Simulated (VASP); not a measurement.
The system is Er.

```xyz
1
Lattice="0.0000 2.4798 2.4798 2.4798 0.0000 2.4798 2.4798 2.4798 0.0000" Properties=species:S:1:pos:R:3 pbc="T T T"
Er    0.0000    0.0000    0.0000
```

This isn't the form of Er at room conditions, which is hcp.

| Quantity | Value |
| --- | --- |
| Program | VASP 6.6.1 |
| Task | single point |
| Functional | PBE |
| Potentials or basis | VASP PAW PBE potentials, release 64 (Er) |
| Cutoff | 520 eV |
| k mesh | 9 × 9 × 9 |
| Occupations | fermi-dirac, width 0.05 eV |
| Spin | collinear spin, ferromagnetic start |
| Starting moments | [3.0] μB |

On this cell: pressure 2.8 GPa; net moment 2.42 μB per cell; site moments Er +2.43 μB; band gap on the k mesh none (metal or under the smearing width).

The same run follows on a disturbed copy (cell strained at random at fixed volume):

```xyz
1
Lattice="0.0230 2.4558 2.4230 2.5139 -0.0286 2.4746 2.4998 2.4934 -0.0145" Properties=species:S:1:pos:R:3 pbc="T T T"
Er    0.0248    0.0037   -0.0302
```

Task: What does the disturbed cell give?

Result: The energy (extrapolated to zero smearing) moves by -190.4 meV/atom; pressure 2.8 GPa; net moment 2.45 μB per cell; site moments Er +2.47 μB; band gap on the k mesh none (metal or under the smearing width).

Stress tensor (GPa, compression positive):
```
 2.75 -0.19 -0.33
-0.19  2.78  0.69
-0.33  0.69  2.93
```

The energy falls, though the first cell shows no forces: that form is unstable against this distortion, unless noise or another electronic state is at work.

Caveats: the magnetic or orbital state may not be the lowest; spin-orbit coupling is left out, which moves the levels of the heavy elements.
